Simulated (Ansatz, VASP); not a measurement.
**Rh in VASP and in Ansatz**

```
Rh
1.0
     2.76206    0.00000    0.00000
    -1.38103    2.39201    0.00000
     0.00000    0.00000    4.20945
Rh
2
Direct
  0.66667 0.33333 0.75000
  0.33333 0.66667 0.25000
```

Change from the starting cell: uniaxial strain along c, a, b and atoms relaxed: -4.0 %.

Alike in both runs: functional PBE; k mesh 21 × 21 × 12; occupations gaussian, width 0.1 eV; no spin polarisation.

Ansatz relaxed the structure, and its values are those at the end. VASP's run is a single point on that final structure, the one shown.

|  | VASP | Ansatz |
| --- | --- | --- |
| version | VASP 6.6.1 | Ansatz 0.2.0 |
| potentials or method | VASP PAW PBE potentials, release 64 (Rh_pv) | scalar-relativistic, plane waves, PAW |
| plane-wave cutoff (eV) | 520 | 420 |
| valence electrons in the cell | 30 | 34 |

|  | VASP | Ansatz | Ansatz less VASP |
| --- | --- | --- | --- |
| gap on the k mesh at the Fermi level (eV) | none | none | - |
| pressure (GPa) | 4.9 | 4.9 | -0.04 |

A gap of «none» marks a metal or a gap that the smearing closes. With one functional, cell and mesh, what is left measures potentials, basis and numerics. The two sets of potentials don't hold the same shells in valence. Ansatz warned: «symmetry_narrowed_by_cell_relaxation».
